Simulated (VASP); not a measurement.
```yaml
crystal:
  lattice:
    - [0.00000, 3.01000, 3.01000]
    - [3.01000, 0.00000, 3.01000]
    - [3.01000, 3.01000, 0.00000]
  atoms:
    - { symbol: Li, position: [0.00000, 0.00000, 0.00000] }
    - { symbol: I, position: [0.50000, 0.50000, 0.50000] }
```

Computed with PBE GGA, VASP's PBE PAW potentials (set 64) (plane waves; VASP). Run with 520 eV cut-off, 6×6×6 Γ-centred mesh, Gaussian smearing of 0.050 eV, potentials Li_sv I.

Unless said otherwise, spin-orbit coupling is left out, though it shifts the bands of the heavy elements here.

Problem. Estimate the energy per atom (σ→0), band gap (on the k-mesh) with the smallest direct gap where there is one.

Solution. 
band gap (on the k-mesh): 4.26 eV
smallest direct gap (on the k-mesh): 4.26 eV
energy per atom (σ→0): -2.915 eV/atom

Only differences to runs with the same potentials and settings are physical.

The compound is LiI in the rock salt structure. The cell was not relaxed at this level.
